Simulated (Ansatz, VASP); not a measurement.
Hf: VASP beside Ansatz

```
CELL_PARAMETERS angstrom
-1.84040 1.84040 1.84040
1.84040 -1.84040 1.84040
1.84040 1.84040 -1.84040
ATOMIC_POSITIONS crystal
Hf 0.00000 0.00000 0.00000
```

Change from the starting cell: volume scaled by 1.06, crystal datasets.

Alike in both runs: task electric field gradients; functional PBEsol; k mesh 16 × 16 × 16; occupations fermi-dirac, width 0.08 eV; no spin polarisation.

```csv
,VASP,Ansatz
version,VASP 6.6.1,Ansatz 0.2.0
potentials or method,"VASP PAW PBE potentials, release 64 (Hf_pv), cutoff 520 eV","all-electron PAW with datasets made for the crystal, scalar-relativistic"
```

VASP gave:

| Quantity | Value |
| --- | --- |
| pressure (GPa) | -13.1 |
| Vzz of the field gradient on the site that differs most (V/Å²) | 0.0 |

Which values does Ansatz return?

Pressure (GPa): -12.8; Vzz of the field gradient on the site that differs most (V/Å²): 0.0.

Ansatz ran all-electron here, so the differences hold the error of VASP's frozen core and of both bases. Ansatz warned: «gradients_without_spin_orbit».

Caveats: the PAW data sets were made with another functional, which shifts forces and pressure a little (VASP). Spin-orbit coupling is left out, which matters for the levels of Hf.
